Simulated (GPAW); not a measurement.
# Au (Fm-3m) in GPAW: notebook

Aim: see how the results for Au move with the level of theory and the settings. Levels: RPBE, RPBE+D4, OLYP, SOGGA. Tasks: band structure, equation of state.

Everything below comes from runs of GPAW 26.7.0. Logs are shortened: lines on timing, memory, paths and dates and some standing lists are left out, and cuts for length are marked. The log counts tension as positive stress, the text compression.

**Measured values to compare with.**

“Exploring toroidal anvil profiles for larger sample volumes above 4 Mbar”, 2024, pmc:11102561 quotes, for a bulk crystal of Au: bulk modulus 167 GPa.

The runs below are set against these values where they give the same quantity.

### Step 1. Starting point

It takes space group Fm-3m (No. 225, cubic). Conventional cell: a = 4.070 Å, b = 4.070 Å, c = 4.070 Å, α = 90.00°, β = 90.00°, γ = 90.00°. Au (site symmetry m-3m) is surrounded by 12 Au at 2.88 Å.

### Step 2. Band structure, RPBE, spin-orbit coupling, no magnetisation

Input file run.py:

```python
import numpy as np
import spglib
from ase import Atoms
from ase.dft.bandgap import bandgap
from ase.io import read, write
from ase.units import GPa
from gpaw import GPAW, PW
from gpaw.spinorbit import soc_eigenstates

atoms = read('Au.cif')
cell, positions, numbers = spglib.find_primitive(
    (atoms.cell[:], atoms.get_scaled_positions(), atoms.numbers), symprec=1e-4)
atoms = Atoms(numbers, cell=cell, scaled_positions=positions, pbc=True)

calc = GPAW(mode=PW(600),
            xc='RPBE',
            kpts={'size': (11, 11, 11), 'gamma': True},
            occupations={'name': 'fermi-dirac', 'width': 0.05},
            nbands=14,
            convergence={'density': 1e-05, 'energy': 1e-05},
            maxiter=150,
            txt='gpaw.txt')
atoms.calc = calc
energy = atoms.get_potential_energy()
forces = atoms.get_forces()
stress = atoms.get_stress()
calc.write('gs.gpw')
write('result.traj', atoms)
print(f'Energy: {energy:.6f} eV')
print('Forces (eV/A):')
print(forces.round(4))
print('Stress (GPa):', (stress / GPa).round(3))
print('Fermi level:', round(calc.get_fermi_level(), 4), 'eV')
print(f'Gap: {bandgap(calc)[0]:.4f} eV, direct: {bandgap(calc, direct=True)[0]:.4f} eV')

path = atoms.cell.bandpath('GXWKGLUWLK,UX', npoints=60, eps=1e-4)
bs_calc = calc.fixed_density(kpts=path, symmetry='off', nbands=21,
                             convergence={'bands': 'CBM+6.0', 'eigenstates': 1e-6}, txt='bands.txt')
bs = bs_calc.band_structure()
bs.write('bs.json')
print(f'Gap on the path: {bandgap(bs_calc)[0]:.4f} eV')

soc = soc_eigenstates(bs_calc, theta=90, phi=45)
np.savetxt('soc_bands.dat', soc.eigenvalues(), fmt='%.4f')
mesh = soc_eigenstates('gs.gpw', theta=90, phi=45)
np.savetxt('soc_mesh.dat', mesh.eigenvalues(), fmt='%.4f')
print('Fermi level with spin-orbit coupling:', round(mesh.fermi_level, 4), 'eV')
```

Input file Au.cif:

```cif
data_Au
_cell_length_a 4.07000000
_cell_length_b 4.07000000
_cell_length_c 4.07000000
_cell_angle_alpha 90.00000000
_cell_angle_beta 90.00000000
_cell_angle_gamma 90.00000000
_space_group_name_H-M_alt 'Fm-3m'
_space_group_name_Hall '-F 4 2 3'
_space_group_IT_number 225
loop_
_space_group_symop_operation_xyz
'x,y,z'
'-x,-y,-z'
'-y,x,z'
'y,-x,-z'
'-x,-y,z'
'x,y,-z'
'y,-x,z'
'-y,x,-z'
'x,-y,-z'
'-x,y,z'
'-y,-x,-z'
'y,x,z'
'-x,y,-z'
'x,-y,z'
'y,x,-z'
'-y,-x,z'
'z,x,y'
'-z,-x,-y'
'z,-y,x'
'-z,y,-x'
'z,-x,-y'
'-z,x,y'
'z,y,-x'
'-z,-y,x'
'-z,x,-y'
'z,-x,y'
'-z,-y,-x'
'z,y,x'
'-z,-x,y'
'z,x,-y'
'-z,y,x'
'z,-y,-x'
'y,z,x'
'-y,-z,-x'
'x,z,-y'
'-x,-z,y'
'-y,z,-x'
'y,-z,x'
'-x,z,y'
'x,-z,-y'
'-y,-z,x'
'y,z,-x'
'-x,-z,-y'
'x,z,y'
'y,-z,-x'
'-y,z,x'
'x,-z,y'
'-x,z,-y'
'x,y+1/2,z+1/2'
'-x,-y+1/2,-z+1/2'
'-y,x+1/2,z+1/2'
[... 62 lines left out ...]
'-z+1/2,-x,-y+1/2'
'z+1/2,-y,x+1/2'
'-z+1/2,y,-x+1/2'
'z+1/2,-x,-y+1/2'
'-z+1/2,x,y+1/2'
'z+1/2,y,-x+1/2'
'-z+1/2,-y,x+1/2'
'-z+1/2,x,-y+1/2'
'z+1/2,-x,y+1/2'
'-z+1/2,-y,-x+1/2'
'z+1/2,y,x+1/2'
'-z+1/2,-x,y+1/2'
'z+1/2,x,-y+1/2'
'-z+1/2,y,x+1/2'
'z+1/2,-y,-x+1/2'
'y+1/2,z,x+1/2'
'-y+1/2,-z,-x+1/2'
'x+1/2,z,-y+1/2'
'-x+1/2,-z,y+1/2'
'-y+1/2,z,-x+1/2'
'y+1/2,-z,x+1/2'
'-x+1/2,z,y+1/2'
'x+1/2,-z,-y+1/2'
'-y+1/2,-z,x+1/2'
'y+1/2,z,-x+1/2'
'-x+1/2,-z,-y+1/2'
'x+1/2,z,y+1/2'
'y+1/2,-z,-x+1/2'
'-y+1/2,z,x+1/2'
'x+1/2,-z,y+1/2'
'-x+1/2,z,-y+1/2'
'x+1/2,y+1/2,z'
'-x+1/2,-y+1/2,-z'
'-y+1/2,x+1/2,z'
'y+1/2,-x+1/2,-z'
'-x+1/2,-y+1/2,z'
'x+1/2,y+1/2,-z'
'y+1/2,-x+1/2,z'
'-y+1/2,x+1/2,-z'
'x+1/2,-y+1/2,-z'
'-x+1/2,y+1/2,z'
'-y+1/2,-x+1/2,-z'
'y+1/2,x+1/2,z'
'-x+1/2,y+1/2,-z'
'x+1/2,-y+1/2,z'
'y+1/2,x+1/2,-z'
'-y+1/2,-x+1/2,z'
'z+1/2,x+1/2,y'
'-z+1/2,-x+1/2,-y'
'z+1/2,-y+1/2,x'
'-z+1/2,y+1/2,-x'
'z+1/2,-x+1/2,-y'
'-z+1/2,x+1/2,y'
'z+1/2,y+1/2,-x'
'-z+1/2,-y+1/2,x'
'-z+1/2,x+1/2,-y'
'z+1/2,-x+1/2,y'
'-z+1/2,-y+1/2,-x'
'z+1/2,y+1/2,x'
'-z+1/2,-x+1/2,y'
'z+1/2,x+1/2,-y'
'-z+1/2,y+1/2,x'
'z+1/2,-y+1/2,-x'
'y+1/2,z+1/2,x'
'-y+1/2,-z+1/2,-x'
'x+1/2,z+1/2,-y'
'-x+1/2,-z+1/2,y'
'-y+1/2,z+1/2,-x'
'y+1/2,-z+1/2,x'
'-x+1/2,z+1/2,y'
'x+1/2,-z+1/2,-y'
'-y+1/2,-z+1/2,x'
'y+1/2,z+1/2,-x'
'-x+1/2,-z+1/2,-y'
'x+1/2,z+1/2,y'
'y+1/2,-z+1/2,-x'
'-y+1/2,z+1/2,x'
'x+1/2,-z+1/2,y'
'-x+1/2,z+1/2,-y'
loop_
_atom_site_label
_atom_site_type_symbol
_atom_site_symmetry_multiplicity
_atom_site_Wyckoff_symbol
_atom_site_fract_x
_atom_site_fract_y
_atom_site_fract_z
_atom_site_occupancy
Au1 Au 4 a 0.0000000000 0.0000000000 0.0000000000 1
```

Potentials or basis: the program's PAW data sets (release 1.2.1) made for this functional, pw.

Launch:

```bash
$ OMP_NUM_THREADS=1 python run.py
```

gpaw.txt:

```text
__  _  _
 | _ |_)|_||  |
 |__||  | ||/\| - 26.7.0

Input parameters:
  mode=PW(ecut=600.0),
  convergence={'density': 1e-05, 'energy': 1e-05},
  kpts=MonkhorstPack(size=(11, 11, 11), gamma=True),
  maxiter=150,
  nbands=14,
  occupations=Occupations(name='fermi-dirac', width=0.05),
  xc=XC(name='RPBE')

Diagonalizing LCAO Hamiltonian
Converting LCAO to pw mode

       Au

Atoms  # Å, Bohr magnetons
|   | symbol |        x |        y |        z |    initial magnetic moments |
|---|--------|----------|----------|----------|-----------------------------|
| 0 |     Au | 0.000000 | 0.000000 | 0.000000 | ( 0.0000,  0.0000,  0.0000) |

Unit cell  # Å
| periodic |        x |        y |        z |  lengths |    angles |
|----------|----------|----------|----------|----------|-----------|
|      yes | 0.000000 | 2.035000 | 2.035000 | 2.877925 | 60.000000 |
|      yes | 2.035000 | 0.000000 | 2.035000 | 2.877925 | 60.000000 |
|      yes | 2.035000 | 2.035000 | 0.000000 | 2.877925 | 60.000000 |

Number of symmetries: 48
[... 51 lines left out ...]

BZ-sampling:
  Number of BZ points: 1331
  Number of IBZ points: 56

  Monkhorst-Pack size: [11, 11, 11]
  Monkhorst-Pack shift: [0, 0, 0]

K-points  # in reciprocal-cell coordinates
|     |                                coordinates |     weight |
|-----|--------------------------------------------|------------|
|   0 | (  0.00000000,   0.00000000,   0.00000000) | 0.00075131 |
|   1 | (  0.09090909,   0.09090909,   0.00000000) | 0.00450789 |
|   2 | (  0.09090909,   0.09090909,   0.09090909) | 0.00601052 |
|   3 | (  0.18181818,   0.09090909,   0.09090909) | 0.00901578 |
|   4 | (  0.18181818,   0.18181818,   0.00000000) | 0.00450789 |
|   5 | (  0.18181818,   0.18181818,   0.09090909) | 0.01803156 |
|   6 | (  0.18181818,   0.18181818,   0.18181818) | 0.00601052 |
|   7 | (  0.27272727,   0.18181818,   0.09090909) | 0.01803156 |
|   8 | (  0.27272727,   0.18181818,   0.18181818) | 0.01803156 |
|   9 | (  0.27272727,   0.27272727,   0.00000000) | 0.00450789 |
| ... |                                            |            |
|  55 | (  0.45454545,   0.45454545,   0.45454545) | 0.00601052 |

Plane wave coefficients: 572
Cutoff: 600.0 eV

Spin-components: 1 (collinear spins)
Bands:           14
Projectors:      6
Spin-degeneracy: 2
Datatype:        complex128

Parallelization:
  kpt:    1
  domain: 1
  band:   1

Density:
  Valence electrons: 11.0
  Components: 1
  Grid points: [18 18 18]
  Charge: 0.0  # |e|

Potential:
  Grid points: [18 18 18]

species:
  Au:
    name:    Gold
    Z:       79.0
    valence: 11
    core:    68
    charge:  0.0  # [|e|]
    compensation charges:
      type: gauss
      rc: 0.42  # [Å]
      lmax: 2
    cutoffs:
      filter: 2.33  # [Å]
      core: 2.81  # [Å]
    projectors
    | kind |    occ | energy [eV] | rcut [Å] |
    |------|--------|-------------|----------|
    |   6s |  1.000 |      -5.611 |    1.323 |
    |   6p |  0.000 |      -0.793 |    1.323 |
    |   5d | 10.000 |      -6.824 |    1.323 |
    |    s |        |      21.600 |    1.323 |
    |    p |        |      26.419 |    1.323 |
    |    d |        |      20.388 |    1.323 |

    Using partial waves for Au as LCAO basis

Reference energy: -516612.958020  # eV

eigensolver:
  PPCG
  Converge bands: occupied
  niter=2

density mixing:
  MSR1-Mixer
  Pratt-step length: 0.05
  Maximum mixing coefficient: 0.75
  Old densities: 10
  SVD Regularization: 0.005
  Good broyden scale: 1.0
  Trust region scale: 1.0
  Backstep threshold: 4.0
  History deletion threshold: 6.0
  Fourier metric: weight=20.0, sigma=0.015

occupation numbers:
  Fermi-Dirac:
    width: 0.0500  # eV

poisson solver:
  ecut: 4800.0  # eV

xc functional:
  name: RPBE with 2 nearest neighbor stencil

convergence criteria:
- Maximum integral of absolute [dens]ity change: 1e-05 electrons / valence electron
- Maximum [total energy] change in last 3 cyles: 1e-05 eV / valence electron
- Maximum integral of absolute [eigenst]ate change: 4e-08 eV^2 / valence electron
maximum number of iterations: 150

SCF iterations
|iter     | |      energy | eigst |  dens |
|---------|-|-------------|-------|-------|
|iter:   1| |   -2.770051 | -0.40 |       |
|iter:   2| |   -2.717619 | -2.82 | -1.10 |
|iter:   3| |   -2.513409 | -2.34 | -1.15 |
|iter:   4| |   -2.511699 | -4.27 | -2.02 |
|iter:   5| |   -2.511238 | -4.19 | -2.34 |
|iter:   6| |   -2.511233 | -6.68 | -3.70 |
|iter:   7| |   -2.511232c| -7.33 | -4.00 |
|iter:   8| |   -2.511232c| -8.86c| -5.21c|

Converged in 8 steps
Energy contributions relative to reference atoms: (reference = -516612.958020)

Energy contributions:
  Kinetic:          -3.203742
  Coulomb:           2.269717
  Zero:              0.153692
  External:          0.000000
  Xc:               -1.730152
  Entropy:          -0.001494
  Spinorbit:         0.000000
  ----------------------------
  Free energy:      -2.511979
  Extrapolated:     -2.511232

dipole moment: (-13.879702, -13.879702, -13.879702)  # |e|*Ang

Fermi level: 10.291
Eigenvalues  # (at kpt = [0.000, 0.000, 0.000])
| band index |      eig [eV] | occ [0-2] |
|------------|---------------|-----------|
|          0 |         0.331 |     2.000 |
|          1 |         5.486 |     2.000 |
|          2 |         5.486 |     2.000 |
|          3 |         5.486 |     2.000 |
|          4 |         7.016 |     2.000 |
|          5 |         7.016 |     2.000 |
|          6 |        25.879 |     0.000 |
|          7 |        29.800 |     0.000 |
|          8 |        29.800 |     0.000 |
|          9 |        29.800 |     0.000 |
|         10 |        33.858 |     0.000 |
|         11 |        38.332 |     0.000 |
|         12 |        38.332 |     0.000 |
|         13 |        38.332 |     0.000 |

No gap
No difference between direct/indirect transitions

Forces  # eV/Ang
|       x |        y |       z |
|---------|----------|---------|
| 0.00000 | -0.00000 | 0.00000 |  # Au   0

Stress tensor  # eV/Ang^3
|         x |         y |         z |
|-----------|-----------|-----------|
| -0.107033 | -0.000000 |  0.000000 |
| -0.000000 | -0.107033 |  0.000000 |
|  0.000000 |  0.000000 | -0.107033 |

# Writing to gs.gpw (mode='')
```

Run time: 17 s. Hardware: 1 thread of AMD EPYC 7B13 (Zen 3), shared host; peak memory 0.22 GiB.

What came out:

| Quantity | Value |
| --- | --- |
| Free energy | -2.5120 eV |
| Pressure | 17.1 GPa |
| Band gap along the path | none (metal or under the smearing width) |

Levels at the corners of the path, in eV from the Fermi level:
| point | band 6 | band 7 | band 8 | band 9 | band 10 | band 11 | band 12 | band 13 | band 14 |
| --- | --- | --- | --- | --- | --- | --- | --- | --- | --- |
| Γ | -5.48 | -4.22 | -4.22 | -3.01 | -3.01 | -3.01 | -3.01 | 15.55 | 15.55 |
| X | -2.34 | -2.13 | -2.13 | -1.03 | -1.03 | 0.64 | 0.64 | 5.92 | 5.92 |
| W | -5.19 | -3.24 | -3.24 | -1.65 | -1.65 | 4.88 | 4.88 | 5.33 | 5.33 |
| K | -4.09 | -3.03 | -3.03 | -1.95 | -1.95 | 3.78 | 3.78 | 4.65 | 4.65 |
| Γ | -5.48 | -4.22 | -4.22 | -3.01 | -3.01 | -3.01 | -3.01 | 15.55 | 15.55 |
| L | -4.37 | -2.39 | -2.39 | -1.63 | -1.63 | -1.25 | -1.25 | 3.20 | 3.20 |
| U | -4.09 | -3.03 | -3.03 | -1.95 | -1.95 | 3.78 | 3.78 | 4.65 | 4.65 |
| W | -5.19 | -3.24 | -3.24 | -1.65 | -1.65 | 4.88 | 4.88 | 5.33 | 5.33 |
| L | -4.37 | -2.39 | -2.39 | -1.63 | -1.63 | -1.25 | -1.25 | 3.20 | 3.20 |
| K | -4.09 | -3.03 | -3.03 | -1.95 | -1.95 | 3.78 | 3.78 | 4.65 | 4.65 |
| U | -4.09 | -3.03 | -3.03 | -1.95 | -1.95 | 3.78 | 3.78 | 4.65 | 4.65 |
| X | -2.34 | -2.13 | -2.13 | -1.03 | -1.03 | 0.64 | 0.64 | 5.92 | 5.92 |

Caveat: with this Au data set, volumes or pressures lay over 1.5 % or 2 GPa off other programs in two to four cells of ten; spin-orbit coupling was added after a scalar SCF, so levels and gaps hold it while energy, forces, pressure and moments don't; this program's spin-orbit splittings come out too wide for heavy elements; so large a pressure means that the cell lies far from this level's equilibrium, or that cutoff or potentials fall short.

[end of part 1 of 2]
